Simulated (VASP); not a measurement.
# NaI (Fm-3m) in VASP: notebook, part 2 of 3

VASP 6.6.1.

**4. Band structure, rSCAN**

Contents of INCAR:

```
SYSTEM = NaI
PREC = Accurate ; ENCUT = 520
EDIFF = 1E-6 ; ISMEAR = -1
SIGMA = 0.05 ; LREAL = .FALSE.
LASPH = .TRUE. ; NELM = 60
ALGO = Normal ; ISIF = 2
LWAVE = .FALSE. ; LCHARG = .FALSE.
METAGGA = RSCAN ; LMIXTAU = .TRUE.
```

Contents of KPOINTS:

```
Automatic mesh
0
G
  7 7 7
  0 0 0
```

Contents of POSCAR:

```
NaI
1.0
    0.0000000000      3.2364000000      3.2364000000
    3.2364000000      0.0000000000      3.2364000000
    3.2364000000      3.2364000000      0.0000000000
I Na
1 1
Direct
    0.5000000000      0.5000000000      0.5000000000
    0.0000000000      0.0000000000      0.0000000000
```

Contents of KPOINTS_OPT:

```
path GXWKGLUWLK,UX
20
line-mode
reciprocal
 0.0000000000  0.0000000000  0.0000000000  G
 0.5000000000  0.0000000000  0.5000000000  X

 0.5000000000  0.0000000000  0.5000000000  X
 0.5000000000  0.2500000000  0.7500000000  W

 0.5000000000  0.2500000000  0.7500000000  W
 0.3750000000  0.3750000000  0.7500000000  K

 0.3750000000  0.3750000000  0.7500000000  K
 0.0000000000  0.0000000000  0.0000000000  G

 0.0000000000  0.0000000000  0.0000000000  G
 0.5000000000  0.5000000000  0.5000000000  L

 0.5000000000  0.5000000000  0.5000000000  L
 0.6250000000  0.2500000000  0.6250000000  U

 0.6250000000  0.2500000000  0.6250000000  U
 0.5000000000  0.2500000000  0.7500000000  W

 0.5000000000  0.2500000000  0.7500000000  W
 0.5000000000  0.5000000000  0.5000000000  L

 0.5000000000  0.5000000000  0.5000000000  L
 0.3750000000  0.3750000000  0.7500000000  K

 0.6250000000  0.2500000000  0.6250000000  U
 0.5000000000  0.0000000000  0.5000000000  X
```

Potentials or basis: VASP PAW PBE potentials, release 64 (I, Na_pv).

The run is started by

```
> cat potpaw_PBE.64/I/POTCAR potpaw_PBE.64/Na_pv/POTCAR > POTCAR
> mpirun -np 1 vasp_std > vasp.out
```

OUTCAR:

```text
SYSTEM = NaI
   PREC = Accurate
   ENCUT = 520
   EDIFF = 1E-6
   ISMEAR = -1
   LREAL = .FALSE.
   LASPH = .TRUE.
   NELM = 60
   ISIF = 2
   METAGGA = RSCAN

 ion  position               nearest neighbor table
   1  0.500  0.500  0.500-
   2  0.000  0.000  0.000-

  LATTYP: Found a face centered cubic cell.
 ALAT       =     6.4728000000

  Lattice vectors:

 A1 = (   0.0000000000,   3.2364000000,   3.2364000000)
 A2 = (   3.2364000000,   0.0000000000,   3.2364000000)
 A3 = (   3.2364000000,   3.2364000000,   0.0000000000)

Analysis of symmetry for initial positions (statically):
=====================================================================
 Subroutine PRICEL returns:
 Original cell was already a primitive cell.

 Routine SETGRP: Setting up the symmetry group for a
 face centered cubic supercell.

 Subroutine GETGRP returns: Found 48 space group operations
 (whereof 48 operations were pure point group operations)
 out of a pool of 48 trial point group operations.

The static configuration has the point symmetry O_h .

Analysis of symmetry for dynamics (positions and initial velocities):
=====================================================================
 Subroutine PRICEL returns:
 Original cell was already a primitive cell.

 Routine SETGRP: Setting up the symmetry group for a
 face centered cubic supercell.

 Subroutine GETGRP returns: Found 48 space group operations
 (whereof 48 operations were pure point group operations)
 out of a pool of 48 trial point group operations.

The dynamic configuration has the point symmetry O_h .

 Subroutine INISYM returns: Found 48 space group operations
 (whereof 48 operations are pure point group operations),
 and found     1 'primitive' translations

----------------------------------------------------------------------------------------

                                     Primitive cell

  volume of cell :      67.7980

  direct lattice vectors                    reciprocal lattice vectors
     0.000000000  3.236400000  3.236400000    -0.154492646  0.154492646  0.154492646
     3.236400000  0.000000000  3.236400000     0.154492646 -0.154492646  0.154492646
     3.236400000  3.236400000  0.000000000     0.154492646  0.154492646 -0.154492646

  length of vectors
     4.576960773  4.576960773  4.576960773     0.267589113  0.267589113  0.267589113

  position of ions in fractional coordinates (direct lattice)
     0.500000000  0.500000000  0.500000000
     0.000000000  0.000000000  0.000000000

  ion indices of the primitive-cell ions
   primitive index   ion index
                 1           1
                 2           2

----------------------------------------------------------------------------------------

 KPOINTS: Automatic mesh

Automatic generation of k-mesh.
 Grid dimensions read from file:
 generate k-points for:    7    7    7

 Generating k-lattice:

  Cartesian coordinates                     Fractional coordinates (reciprocal lattice)
    -0.022070378  0.022070378  0.022070378     0.142857143  0.000000000  0.000000000
     0.022070378 -0.022070378  0.022070378     0.000000000  0.142857143  0.000000000
     0.022070378  0.022070378 -0.022070378     0.000000000  0.000000000  0.142857143

  Length of vectors
     0.038227016  0.038227016  0.038227016

  Shift w.r.t. Gamma in fractional coordinates (k-lattice)
     0.000000000  0.000000000  0.000000000

 Subroutine IBZKPT returns following result:
 ===========================================

 Found     20 irreducible k-points:

 Following reciprocal coordinates:
            Coordinates               Weight
  0.000000  0.000000  0.000000      1.000000
  0.142857  0.000000  0.000000      8.000000
  0.285714  0.000000  0.000000      8.000000
  0.428571  0.000000  0.000000      8.000000
  0.142857  0.142857  0.000000      6.000000
  0.285714  0.142857  0.000000     24.000000
[... 12 lines left out ...]
 -0.428571  0.428571  0.142857     24.000000
 -0.285714  0.428571  0.142857     24.000000
   k-points           NKPTS =     20   k-points in BZ     NKDIM =     20   number of bands    NBANDS=     11
   number of dos      NEDOS =    301   number of ions     NIONS =      2
   total plane-waves  NPLWV =  46656
   dimension x,y,z NGX =    36 NGY =   36 NGZ =   36
   dimension x,y,z NGXF=    72 NGYF=   72 NGZF=   72
   ions per type =               1   1
   NGX,Y,Z   is equivalent  to a cutoff of  13.08, 13.08, 13.08 a.u.
   NGXF,Y,Z  is equivalent  to a cutoff of  26.15, 26.15, 26.15 a.u.
 SYSTEM =  NaI
   PREC   = accura    normal or accurate (medium, high low for compatibility)
   ISTART =      0    job   : 0-new  1-cont  2-samecut
   ICHARG =      2    charge: 1-file 2-atom 10-const
   ISPIN  =      1    spin polarized calculation?
   LNONCOLLINEAR =      F non collinear calculations
   LSORBIT =      F    spin-orbit coupling
   LASPH  =      T    aspherical Exc in radial PAW
   ENCUT  =  520.0 eV  38.22 Ry    6.18 a.u.   8.51  8.51  8.51*2*pi/ulx,y,z
   NELM   =     60;   NELMIN=  2; NELMDL= -5     # of ELM steps
   EDIFF  = 0.1E-05   stopping-criterion for ELM
   LREAL  =      F    real-space projection
   EDIFFG = 0.1E-04   stopping-criterion for IOM
   NSW    =      0    number of steps for IOM
   IBRION =     -1    ionic relax: 0-MD 1-quasi-New 2-CG
   NFREE  =      0    steps in history (QN), initial steepest desc. (CG)
   ISIF   =      2    stress and relaxation
   ISYM   =      2    0-nonsym 1-usesym 2-fastsym
   POTIM  = 0.5000    time-step for ionic-motion
   TEBEG  =    0.0;   TEEND  =   0.0 temperature during run
   PSTRESS=    0.0 pullay stress
   NELECT =      14.0000    total number of electrons
   NUPDOWN=      -1.0000    fix difference up-down
   EMIN   =  10.00;   EMAX   =-10.00  energy-range for DOS
   EFERMI =   0.00;   METHOD = LEGACY
   ISMEAR =    -1;   SIGMA  =   0.05  broadening in eV -4-tet -1-fermi 0-gaus
   EFERMI_NEDOS =   21; number of points for ismear=-14 and -15
   IALGO  =     38    algorithm
   IMIX   =      4    mixing-type and parameters
     AMIX     =   0.40;   BMIX     =  1.00
     AMIX_MAG =   1.60;   BMIX_MAG =  1.00
  volume/ion in A,a.u.               =      33.90       228.76
  Fermi-wavevector in a.u.,A,eV,Ry     =   0.967636  1.828567 12.739397  0.936319
  Thomas-Fermi vector in A             =   2.097538
   LORBIT       =      0    0 simple, 1 ext, 2 COOP (PROOUT), +10 PAW based schemes
   METAGGA = RSCAN    functional components
   LHFCALC =     F    Hartree Fock is set to
   AEXX    =    0.0000 exact exchange contribution
   IVDW    =     0    specifies the selected vdW correction
   LEPSILON=     F    determine dielectric tensor
   LRPA    =     F    only Hartree local field effects (RPA)
 non-spin polarized calculation
  energy-cutoff  :      520.00
  volume of cell :       67.80
 maximum number of plane-waves:      1841
 NGX is ok and might be reduce to    36
   NGX = 17   NGY = 17   NGZ = 17

 number of electron      13.9999993 magnetization

 Free energy of the ion-electron system (eV)
  ---------------------------------------------------
  ext. energy  EPLUGINS =         0.00000000
  ---------------------------------------------------
  free energy    TOTEN  =       -53.01769164 eV

  energy without entropy =      -53.01769164  energy(sigma->0) =      -53.01769164

 E-fermi :   1.4885     XC(G=0):  -8.1270

 val. band max:        0.4584960513   @ k =   0.0000   0.0000   0.0000
 cond. band min:       4.8010688740   @ k =   0.0000   0.0000   0.0000
 fundamental gap:      4.3425728227
 Fermi energy:         1.4884660646

 k-point     1 :       0.0000    0.0000    0.0000
  band No.  band energies     occupation
      1     -22.8528      2.00000
      2     -22.8525      2.00000
      3     -22.8525      2.00000
      4     -10.8938      2.00000
      5       0.4585      2.00000
      6       0.4585      2.00000
      7       0.4585      2.00000
      8       4.8011      0.00000
      9       8.8800      0.00000
     10       8.8800      0.00000
     11       8.8800      0.00000
[... 253 lines left out ...]
 k-point    20 :      -0.2857    0.4286    0.1429
  band No.  band energies     occupation
      1     -22.8554      2.00000
      2     -22.8553      2.00000
      3     -22.8540      2.00000
      4     -10.4758      2.00000
      5      -1.0611      2.00000
      6      -0.9867      2.00000
      7      -0.3082      2.00000
      8       6.8271      0.00000
      9       8.0276      0.00000
     10       8.9499      0.00000
     11       9.4131      0.00000

------------------------ aborting loop because EDIFF is reached ----------------------------------------

  FORCE on cell =-STRESS in cart. coord.  units (eV):
  Direction    XX          YY          ZZ          XY          YZ          ZX
  --------------------------------------------------------------------------------------
  -------------------------------------------------------------------------------------
  Total       -0.0817259     -0.0817259     -0.0817259      0.0000000      0.0000000      0.0000000
  in kB       -1.9313175     -1.9313175     -1.9313175      0.0000000      0.0000000      0.0000000
  external PRESSURE =      -1.9313175 kB  Pullay stress =       0.0000000 kB

 VOLUME and BASIS-vectors are now :
 -----------------------------------------------------------------------------
  energy-cutoff  :      520.00
  volume of cell :       67.80
      direct lattice vectors                 reciprocal lattice vectors
     0.000000000  3.236400000  3.236400000    -0.154492646  0.154492646  0.154492646
     3.236400000  0.000000000  3.236400000     0.154492646 -0.154492646  0.154492646
     3.236400000  3.236400000  0.000000000     0.154492646  0.154492646 -0.154492646

 POSITION                                       TOTAL-FORCE (eV/Angst)
 -----------------------------------------------------------------------------------
      3.23640      3.23640      3.23640        -0.000000      0.000000     -0.000000
      0.00000      0.00000      0.00000         0.000000      0.000000      0.000000
 -----------------------------------------------------------------------------------
    total drift:                                0.000000      0.000000      0.000000

  FREE ENERGIE OF THE ION-ELECTRON SYSTEM (eV)
  ---------------------------------------------------
  free  energy   TOTEN  =       -53.0176916355 eV

  energy  without entropy=      -53.0176916354  energy(sigma->0) =      -53.01769164
```

Wall time 3.5 min (1 thread of Intel Xeon 6975P-C (Granite Rapids), shared host); peak memory 0.21 GiB.

Results:

```yaml
Free_energy: -53.0177 eV
Pressure: -0.2 GPa
Band_gap_on_the_k_mesh: 4.34 eV, direct
Band_gap_along_the_path: 4.34 eV, direct
```

Levels at the corners of the path, in eV from the valence-band top:
```csv
point,band 3,band 4,band 5,band 6,band 7,band 8,band 9,band 10,band 11
Γ,-23.31,-11.35,0.00,0.00,0.00,4.34,8.42,8.42,8.42
X,-23.31,-10.94,-1.95,-0.76,-0.76,5.16,5.97,10.66,12.15
X,-23.31,-10.94,-1.95,-0.76,-0.76,5.16,5.97,10.66,12.15
W,-23.31,-10.93,-1.44,-1.44,-0.93,6.51,8.00,8.00,8.58
W,-23.31,-10.93,-1.44,-1.44,-0.93,6.51,8.00,8.00,8.58
K,-23.31,-10.94,-1.68,-1.36,-0.62,5.83,7.21,9.32,9.87
K,-23.31,-10.94,-1.68,-1.36,-0.62,5.83,7.21,9.32,9.87
Γ,-23.31,-11.35,0.00,0.00,0.00,4.34,8.42,8.42,8.42
Γ,-23.31,-11.35,0.00,0.00,0.00,4.34,8.42,8.42,8.42
L,-23.31,-11.02,-2.20,-0.30,-0.30,5.62,8.01,8.01,9.70
L,-23.31,-11.02,-2.20,-0.30,-0.30,5.62,8.01,8.01,9.70
U,-23.31,-10.94,-1.68,-1.36,-0.62,5.83,7.21,9.32,9.87
U,-23.31,-10.94,-1.68,-1.36,-0.62,5.83,7.21,9.32,9.87
W,-23.31,-10.93,-1.44,-1.44,-0.93,6.51,8.00,8.00,8.58
W,-23.31,-10.93,-1.44,-1.44,-0.93,6.51,8.00,8.00,8.58
L,-23.31,-11.02,-2.20,-0.30,-0.30,5.62,8.01,8.01,9.70
L,-23.31,-11.02,-2.20,-0.30,-0.30,5.62,8.01,8.01,9.70
K,-23.31,-10.94,-1.68,-1.36,-0.62,5.83,7.21,9.32,9.87
U,-23.31,-10.94,-1.68,-1.36,-0.62,5.83,7.21,9.32,9.87
X,-23.31,-10.94,-1.95,-0.76,-0.76,5.16,5.97,10.66,12.15
```

Caveat: the PAW data sets were made with another functional, which shifts forces and pressure a little; spin-orbit coupling is left out, which moves the levels of the heavy elements.

**5. Band structure, PBE0**

POSCAR is that of step 4.

Contents of INCAR.step1:

```
SYSTEM = NaI
ALGO = Normal
EDIFF = 1E-5
ENCUT = 520
GGA = PE
ISIF = 2
ISMEAR = -1
LASPH = .True.
LCHARG = .False.
LREAL = .False.
LWAVE = .True.
NBANDS = 14
NELM = 60
PREC = Accurate
SIGMA = 0.05
```

Contents of INCAR.step2:

```
SYSTEM = NaI
AEXX = 0.25
ALGO = Normal
EDIFF = 1E-6
ENCUT = 520
GGA = PE
ISIF = 2
ISMEAR = -1
ISTART = 1
LASPH = .True.
LCHARG = .False.
LHFCALC = .True.
LREAL = .False.
LWAVE = .False.
NBANDS = 14
NELM = 60
PREC = Accurate
PRECFOCK = Normal
SIGMA = 0.05
```

Contents of KPOINTS:

```
k-points
0
Gamma
  4 4 4
  0 0 0
```

KPOINTS_OPT: that of step 4 with these lines changed.

```diff
@@ -1,3 +1,3 @@
 path GXWKGLUWLK,UX
-20
+10
 line-mode
```

The run is started by

```
> cat potpaw_PBE.64/I/POTCAR potpaw_PBE.64/Na_pv/POTCAR > POTCAR
> cp INCAR.step1 INCAR
> mpirun -np 1 vasp_std > vasp.out
> cp INCAR.step2 INCAR
> mpirun -np 1 vasp_std > vasp.out
```

Wall time 36 min (1 thread of Intel Xeon 6975P-C (Granite Rapids), shared host); peak memory 0.22 GiB.

The run converged. Its results:

| Quantity | Value |
| --- | --- |
| Free energy | -6.7852 eV |
| Pressure | 0.1 GPa |
| Band gap on the k mesh | 5.36 eV, direct |

Levels at the corners of the path, in eV from the valence-band top:
```
point  band 3  band 4  band 5  band 6  band 7  band 8  band 9  band 10  band 11  band 12
    Γ  -25.11  -12.28   -0.28   -0.28   -0.28    5.07    9.47     9.47     9.47    11.43
    X  -25.11  -11.84   -2.37   -1.10   -1.10    5.98    6.93    11.54    13.07    13.07
    X  -25.11  -11.84   -2.37   -1.10   -1.10    5.98    6.93    11.54    13.07    13.07
    W  -25.11  -11.83   -1.82   -1.82   -1.28    7.37    8.98     8.98     9.51    13.76
    W  -25.11  -11.83   -1.82   -1.82   -1.28    7.37    8.98     8.98     9.51    13.76
    K  -24.80  -11.52   -1.76   -1.42   -0.62    6.69    8.16    10.27    10.88    11.70
    K  -24.80  -11.52   -1.76   -1.42   -0.62    6.69    8.16    10.27    10.88    11.70
    Γ  -25.11  -12.28   -0.28   -0.28   -0.28    5.07    9.47     9.47     9.47    11.43
    Γ  -25.11  -12.28   -0.28   -0.28   -0.28    5.07    9.47     9.47     9.47    11.43
    L  -25.11  -11.93   -2.66   -0.59   -0.59    6.49    8.99     8.99    10.51    11.91
    L  -25.11  -11.93   -2.66   -0.59   -0.59    6.49    8.99     8.99    10.51    11.91
    U  -24.80  -11.52   -1.76   -1.42   -0.62    6.69    8.16    10.27    10.88    11.70
    U  -24.80  -11.52   -1.76   -1.42   -0.62    6.69    8.16    10.27    10.88    11.70
    W  -25.11  -11.83   -1.82   -1.82   -1.28    7.37    8.98     8.98     9.51    13.76
    W  -25.11  -11.83   -1.82   -1.82   -1.28    7.37    8.98     8.98     9.51    13.76
    L  -25.11  -11.93   -2.66   -0.59   -0.59    6.49    8.99     8.99    10.51    11.91
    L  -25.11  -11.93   -2.66   -0.59   -0.59    6.49    8.99     8.99    10.51    11.91
    K  -24.80  -11.52   -1.76   -1.42   -0.62    6.69    8.16    10.27    10.88    11.70
    U  -24.80  -11.52   -1.76   -1.42   -0.62    6.69    8.16    10.27    10.88    11.70
    X  -25.11  -11.84   -2.37   -1.10   -1.10    5.98    6.93    11.54    13.07    13.07
```

Caveat: the k mesh is coarse (spacing up to 0.42 Å⁻¹), so the values aren't converged, least of all with exact exchange; an unscreened hybrid on a path of extra k points without a Coulomb cutoff has errors near the mesh points, so the bands along the path aren't reliable; the PAW data sets were made with another functional, which shifts forces and pressure a little; spin-orbit coupling is left out, which moves the levels of the heavy elements.

(Part 2 of 3 ends here.)
